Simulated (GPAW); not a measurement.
# FeO (R-3m) in GPAW: single point with PBE

Aim: the single point of FeO with PBE.

All numbers are computed with GPAW 26.7.0; they aren't measurements. Logs are shortened: lines on timing, memory, paths and dates and some standing lists are left out, and cuts for length are marked. The log counts tension as positive stress, the text compression.

### Step 1. Starting point

The structure is trigonal, space group R-3m (No. 166). The conventional cell has a = 3.035 Å, b = 3.035 Å, c = 7.547 Å, α = 90.00°, β = 90.00°, γ = 120.00°. Around Fe (site symmetry -3m) lie 6 O at 2.16 Å. O (site symmetry -3m) has 6 Fe at 2.16 Å as nearest neighbours.

### Step 2. Single point, PBE, collinear spin, ferromagnetic start

The input, run.py:

```python
from ase import Atoms
from ase.dft.bandgap import bandgap
from ase.io import write
from ase.units import GPa
from gpaw import GPAW, PW

atoms = Atoms(['Fe', 'O'],
              cell=[[1.51768211, 0.87623418, 2.51579458],
                    [-1.51768211, 0.87623418, 2.51579458],
                    [0.0, -1.75246835, 2.51579458]],
              scaled_positions=[[0.0, 0.0, 0.0],
                                [0.5, 0.5, 0.5]],
              pbc=True)
atoms.set_initial_magnetic_moments([3.0, 0.0])

calc = GPAW(mode=PW(800),
            xc='PBE',
            kpts={'size': (8, 8, 8), 'gamma': True},
            occupations={'name': 'methfessel-paxton', 'order': 0, 'width': 0.05},
            nbands=17,
            convergence={'density': 1e-05, 'energy': 1e-05},
            maxiter=150,
            txt='gpaw.txt')
atoms.calc = calc
energy = atoms.get_potential_energy()
forces = atoms.get_forces()
stress = atoms.get_stress()
calc.write('gs.gpw')
write('result.traj', atoms)
print(f'Energy: {energy:.6f} eV')
print('Forces (eV/A):')
print(forces.round(4))
print('Stress (GPa):', (stress / GPa).round(3))
print('Moments:', calc.get_magnetic_moments().round(3))
print('Fermi level:', round(calc.get_fermi_level(), 4), 'eV')
print(f'Gap: {bandgap(calc)[0]:.4f} eV, direct: {bandgap(calc, direct=True)[0]:.4f} eV')
```

Potentials or basis: GPAW PAW data sets (gpaw-data 1.2.1), pw.

Started as:

```
> OMP_NUM_THREADS=1 python run.py
```

gpaw.txt:

```text
__  _  _
 | _ |_)|_||  |
 |__||  | ||/\| - 26.7.0

Input parameters:
  mode=PW(ecut=800.0),
  convergence={'density': 1e-05, 'energy': 1e-05},
  kpts=MonkhorstPack(size=(8, 8, 8), gamma=True),
  maxiter=150,
  nbands=17,
  occupations=Occupations(name='methfessel-paxton', order=0, width=0.05),
  xc=XC(name='PBE')

Diagonalizing LCAO Hamiltonian
Converting LCAO to pw mode

       O

       Fe

Atoms  # Å, Bohr magnetons
|   | symbol |        x |        y |        z |    initial magnetic moments |
|---|--------|----------|----------|----------|-----------------------------|
| 0 |     Fe | 0.000000 | 0.000000 | 0.000000 | ( 0.0000,  0.0000,  3.0000) |
| 1 |      O | 0.000000 | 0.000000 | 3.773692 | ( 0.0000,  0.0000,  0.0000) |

Unit cell  # Å
| periodic |         x |         y |        z |  lengths |    angles |
|----------|-----------|-----------|----------|----------|-----------|
|      yes |  1.517682 |  0.876234 | 2.515795 | 3.066002 | 59.339981 |
|      yes | -1.517682 |  0.876234 | 2.515795 | 3.066002 | 59.339981 |
|      yes |  0.000000 | -1.752468 | 2.515795 | 3.066002 | 59.339981 |

Number of symmetries: 4
Symmetry operations  # r_c * U_cc + t_c -> r_c
|   | kind |            matrix            |
|---|------|------------------------------|
| 0 |  E   |  1, 0, 0,  0, 1, 0,  0, 0, 1 |
| 1 |  σ   |  0, 1, 0,  1, 0, 0,  0, 0, 1 |
| 2 |  C2  |  0,-1, 0, -1, 0, 0,  0, 0,-1 |
| 3 |  i   | -1, 0, 0,  0,-1, 0,  0, 0,-1 |

BZ-sampling:
  Number of BZ points: 512
  Number of IBZ points: 150

  Monkhorst-Pack size: [8, 8, 8]
  Monkhorst-Pack shift: [0.0625, 0.0625, 0.0625]

K-points  # in reciprocal-cell coordinates
|     |                                coordinates |     weight |
|-----|--------------------------------------------|------------|
|   0 | (  0.00000000,   0.00000000,   0.00000000) | 0.00195312 |
|   1 | (  0.00000000,   0.00000000,   0.12500000) | 0.00390625 |
|   2 | (  0.00000000,   0.00000000,   0.25000000) | 0.00390625 |
|   3 | (  0.00000000,   0.00000000,   0.37500000) | 0.00390625 |
|   4 | (  0.00000000,   0.00000000,   0.50000000) | 0.00195312 |
|   5 | (  0.12500000,  -0.12500000,   0.00000000) | 0.00390625 |
|   6 | (  0.12500000,  -0.12500000,   0.12500000) | 0.00781250 |
|   7 | (  0.12500000,  -0.12500000,   0.25000000) | 0.00781250 |
|   8 | (  0.12500000,  -0.12500000,   0.37500000) | 0.00781250 |
|   9 | (  0.12500000,  -0.12500000,   0.50000000) | 0.00390625 |
| ... |                                            |            |
| 149 | (  0.50000000,   0.50000000,   0.50000000) | 0.00195312 |

Plane wave coefficients: 1044
Cutoff: 800.0 eV

Spin-components: 2 (collinear spins)
Bands:           17
Projectors:      11
Spin-degeneracy: 1
Datatype:        complex128

Parallelization:
  kpt:    1
  domain: 1
  band:   1

Density:
  Valence electrons: 14.0
  Components: 2
  Grid points: [20 20 20]
  Charge: 0.0  # |e|

Potential:
  Grid points: [20 20 20]

species:
  Fe:
    name:    Iron
    Z:       26.0
    valence: 8
    core:    18
    charge:  0.0  # [|e|]
    compensation charges:
      type: gauss
      rc: 0.33  # [Å]
      lmax: 2
    cutoffs:
      filter: 2.06  # [Å]
      core: 2.67  # [Å]
    projectors
    | kind |    occ | energy [eV] | rcut [Å] |
    |------|--------|-------------|----------|
    |   4s |  2.000 |      -5.291 |    1.164 |
    |   4p |  0.000 |      -1.326 |    1.058 |
    |   3d |  6.000 |      -7.505 |    1.058 |
    |    s |        |      21.920 |    1.164 |
    |    p |        |      25.885 |    1.058 |
    |    d |        |      19.706 |    1.058 |

    Using partial waves for Fe as LCAO basis

  O:
    name:    Oxygen
    Z:       8.0
    valence: 6
    core:    2
    charge:  0.0  # [|e|]
    compensation charges:
      type: gauss
      rc: 0.21  # [Å]
      lmax: 2
    cutoffs:
      filter: 1.17  # [Å]
      core: 0.83  # [Å]
    projectors
    | kind |    occ | energy [eV] | rcut [Å] |
    |------|--------|-------------|----------|
    |   2s |  2.000 |     -23.961 |    0.688 |
    |   2p |  4.000 |      -9.029 |    0.598 |
    |    s |        |       3.251 |    0.688 |
    |    p |        |      18.182 |    0.598 |
    |    d |        |       0.000 |    0.619 |

    Using partial waves for O as LCAO basis

Reference energy: -36660.306901  # eV

eigensolver:
  PPCG
  Converge bands: occupied
  niter=2

density mixing:
  MSR1-Mixer
  Pratt-step length: 0.05
  Maximum mixing coefficient: 0.75
  Old densities: 10
  SVD Regularization: 0.005
  Good broyden scale: 1.0
  Trust region scale: 1.0
  Backstep threshold: 4.0
  History deletion threshold: 6.0
  Fourier metric: weight=20.0, sigma=0.015

occupation numbers:
  Methfessel-Paxton:
    width: 0.0500  # eV
    order: 0

poisson solver:
  ecut: 6400.0  # eV

xc functional:
  name: PBE with 2 nearest neighbor stencil

convergence criteria:
- Maximum integral of absolute [dens]ity change: 1e-05 electrons / valence electron
- Maximum [total energy] change in last 3 cyles: 1e-05 eV / valence electron
- Maximum integral of absolute [eigenst]ate change: 4e-08 eV^2 / valence electron
maximum number of iterations: 150

SCF iterations
|iter     | |      energy | eigst |  dens |  magmom |
|---------|-|-------------|-------|-------|---------|
|iter:   1| |  -16.391222 | -0.08 |       |  +3.0024|
|iter:   2| |  -16.171627 | -2.02 | -0.73 |  +3.0525|
|iter:   3| |  -15.858545 | -1.73 | -0.76 |  +3.5985|
|iter:   4| |  -15.906288 | -2.58 | -1.26 |  +3.8689|
|iter:   5| |  -15.917338 | -3.54 | -1.67 |  +4.0058|
|iter:   6| |  -15.916509 | -4.26 | -2.31 |  +4.0095|
|iter:   7| |  -15.916723 | -4.87 | -2.63 |  +4.0060|
|iter:   8| |  -15.916749 | -5.82 | -3.15 |  +4.0041|
|iter:   9| |  -15.916750c| -7.11 | -3.71 |  +4.0037|
|iter:  10| |  -15.916750c| -8.02c| -4.63 |  +4.0038|
|iter:  11| |  -15.916750c| -8.51c| -5.04c|  +4.0039|

Converged in 11 steps
Energy contributions relative to reference atoms: (reference = -36660.306901)

Energy contributions:
  Kinetic:          27.816274
  Coulomb:         -24.574373
  Zero:              0.249468
  External:          0.000000
  Xc:              -19.406982
  Entropy:          -0.002276
  Spinorbit:         0.000000
  ----------------------------
  Free energy:     -15.917888
  Extrapolated:    -15.916750

dipole moment: (0.000000, -0.000000, -18.112914)  # |e|*Ang

Total magnetic moment: (0.000000, 0.000000, 4.003891)

Local magnetic moments
|        x |        y |        z |
|----------|----------|----------|
| 0.000000 | 0.000000 | 3.548865 |  # Fe   0
| 0.000000 | 0.000000 | 0.235604 |  # O    1

Fermi level: 9.272
Eigenvalues  # (at kpt = [0.000, 0.000, 0.000])
| band index |      eig [eV] | occ [0-1] |      eig [eV] | occ [0-1] |
|------------|---------------|-----------|---------------|-----------|
|          0 |       -11.557 |     1.000 |       -11.041 |     1.000 |
|          1 |         5.274 |     1.000 |         5.810 |     1.000 |
|          2 |         5.327 |     1.000 |         5.909 |     1.000 |
|          3 |         5.369 |     1.000 |         5.909 |     1.000 |
|          4 |         5.369 |     1.000 |         8.457 |     1.000 |
|          5 |         5.389 |     1.000 |         8.540 |     1.000 |
[... 9 lines left out ...]
|         15 |        29.673 |     0.000 |        31.376 |     0.000 |
|         16 |        29.673 |     0.000 |        31.376 |     0.000 |

No gap
No difference between direct/indirect transitions

Forces  # eV/Ang
|       x |       y |        z |
|---------|---------|----------|
| 0.00000 | 0.00000 | -0.00000 |  # Fe   0
| 0.00000 | 0.00000 |  0.00000 |  # O    1

Stress tensor  # eV/Ang^3
|         x |         y |         z |
|-----------|-----------|-----------|
| -0.003926 |  0.000000 |  0.000000 |
|  0.000000 | -0.003965 | -0.000020 |
|  0.000000 | -0.000020 |  0.000662 |

# Writing to gs.gpw (mode='')
```

Run time: 57 s. Hardware: 1 thread of Intel Xeon Platinum 8488C (Sapphire Rapids), shared host; peak memory 0.27 GiB.

What came out:

```yaml
Free_energy: -15.9179 eV
Pressure: 0.4 GPa
Band_gap_on_the_k_mesh: none (metal or under the smearing width)
Net_moment: 4.00 μB per cell
Site_moments: Fe +3.55; O +0.24 μB
```

Levels at points of the mesh, in eV from the Fermi level:
Spin up:
```csv
k point,band 5,band 6,band 7,band 8,band 9,band 10,band 11,band 12,band 13
"(0.00, 0.00, 0.00)",-3.90,-3.88,-3.88,-3.70,-3.70,-0.09,15.24,16.60,16.99
"(0.00, 0.00, 0.50)",-3.10,-3.05,-2.51,-0.39,-0.36,3.87,8.35,12.17,12.37
"(0.50, 0.00, 0.00)",-3.10,-3.05,-2.51,-0.39,-0.36,3.87,8.35,12.17,12.37
"(0.50, 0.00, 0.50)",-4.83,-3.31,-2.82,-2.80,-2.80,5.09,8.56,10.67,14.38
"(0.50, 0.50, 0.00)",-4.83,-3.31,-2.82,-2.80,-2.80,5.09,8.56,10.67,14.38
"(0.50, 0.50, 0.50)",-3.10,-3.10,-2.56,-0.40,-0.40,3.99,8.13,12.55,12.55
```
Spin down:
```csv
k point,band 2,band 3,band 4,band 5,band 6,band 7,band 8,band 9
"(0.00, 0.00, 0.00)",-3.46,-3.36,-3.36,-0.82,-0.73,-0.73,0.19,0.19
"(0.00, 0.00, 0.50)",-8.12,-5.32,-5.23,0.36,0.43,0.61,2.78,2.81
"(0.50, 0.00, 0.00)",-8.12,-5.32,-5.23,0.36,0.43,0.61,2.78,2.81
"(0.50, 0.00, 0.50)",-7.06,-4.63,-4.53,-2.16,0.73,0.75,0.76,1.15
"(0.50, 0.50, 0.00)",-7.06,-4.63,-4.53,-2.16,0.73,0.75,0.76,1.15
"(0.50, 0.50, 0.50)",-8.17,-5.19,-5.19,0.37,0.37,0.55,2.76,2.76
```

Caveat: a cell with one magnetic atom can't hold antiferromagnetic order, which such compounds often take; semilocal functionals often make such compounds metallic where correlation or magnetic order opens a gap, which also shifts bond lengths. With open d or f shells a metallic result of PBE can be an artefact of self-interaction; +U or a hybrid may open a gap.
